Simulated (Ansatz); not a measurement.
BAs:

```xyz
2
Lattice="0.0000 2.3885 2.3885 2.3885 0.0000 2.3885 2.3885 2.3885 0.0000" Properties=species:S:1:pos:R:3 pbc="T T T"
As    3.5827    3.5827    3.5827
B     0.0000    0.0000    0.0000
```

| Property | Result |
| --- | --- |
| Program | Ansatz 0.2.0 |
| Task | relaxation of cell and atoms |
| Functional | LDA |
| Potentials or basis | Ansatz PAW |
| Cutoff | 420 eV (not typed: the program's choice for these potentials) |
| k mesh | 10 × 10 × 10 |
| Occupations | fermi-dirac, width 0.05 eV |
| Spin | no spin polarisation |

At the start: volume 13.63 Å³/atom.

Q: Where does the relaxation end?

A: It ends after 4 steps and the volume is 13.24 Å³/atom (-2.8 %); space group F-43m (No. 216, to 0.05 Å).

The path:
```
step  energy change (eV)  largest force (eV/Å)  volume (Å³)
   1              0.0000                0.0000        27.25
   2             -0.0092                0.0000        26.69
   3             -0.0100                0.0000        26.49
   4             -0.0095                0.0000        26.49
```

Final structure:
```
CELL_PARAMETERS angstrom
0.00000 2.36593 2.36593
2.36593 0.00000 2.36593
2.36593 2.36593 0.00000
ATOMIC_POSITIONS crystal
As 0.75000 0.75000 0.75000
B 0.00000 0.00000 0.00000
```

Caveat: the plane-wave basis is chosen anew once the cell has moved, so the energies of steps on either side of that aren't comparable; the PAW data sets come from PBE, with cores solved anew for the run's functional, which leaves a small shift of forces and pressure.
